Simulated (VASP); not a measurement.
# AlN: molecular dynamics with a monitored distance, by stops when the distance exceeds

AlN, F-43m (no. 216), 8 atoms in the cell. PBE, molecular dynamics; PAW potentials Al, N (PBE set).

| Stops when the distance exceeds (Å) | Largest distance met (Å) | Steps run | Mean temperature (K) | Time (s) |
|---|---|---|---|---|
| 2.005 | 1.949 | 80 | 482 | 125 |
| 3.026 | 1.949 | 80 | 482 | 118 |

Limits: 80 fs of 8 atoms are too short for converged averages; the distance is that to the nearest periodic copy, which so small a cell caps; the cell is only 4.4 Å across, so each atom moves in step with near copies of itself.

## Input of the first row

INCAR:
```
SYSTEM = AlN
ALGO = Normal ; ANDERSEN_PROB = 0.05
EDIFF = 1E-5 ; ENCUT = 400
GGA = PE ; IBRION = 0
ISIF = 2 ; ISMEAR = 0
ISYM = 0 ; KPAR = 2
LASPH = .TRUE. ; LCHARG = .FALSE.
LREAL = Auto ; LWAVE = .FALSE.
MDALGO = 1 ; NELM = 60
NELMIN = 4 ; NSW = 80
POTIM = 1.0 ; PREC = Normal
RANDOM_SEED = 222866 0 0 ; SIGMA = 0.05
TEBEG = 600 ; TEEND = 600
VALUE_MAX = 2.005 ; VALUE_MIN = 0.946
```

KPOINTS:
```
k-points
0
Monkhorst-Pack
  2 2 2
```

ICONST:
```
R 1 7 7
```

POSCAR:
```
AlN
1.0
    4.3679871192      0.0000000000      0.0000000000
    0.0000000000      4.3679871192      0.0000000000
    0.0000000000      0.0000000000      4.3679871192
Al N
4 4
Direct
    0.0000000000      0.0000000000      0.0000000000
    0.0000000000      0.5000000000      0.5000000000
    0.5000000000      0.0000000000      0.5000000000
    0.5000000000      0.5000000000      0.0000000000
    0.2500000000      0.2500000000      0.7500000000
    0.2500000000      0.7500000000      0.2500000000
    0.7500000000      0.2500000000      0.2500000000
    0.7500000000      0.7500000000      0.7500000000
```

Commands:
```
cat potpaw_PBE.64/Al/POTCAR potpaw_PBE.64/N/POTCAR > POTCAR
mpirun -np 2 vasp_std > vasp.out
```

Changes of the last row against the first:
```
- VALUE_MAX = 2.005
+ VALUE_MAX = 3.026
```

VASP 6.6.1 took 125 s on 2 cores (Intel Xeon Platinum 8259CL @ 2.50GHz (Skylake/Cascade Lake)), a shared host.
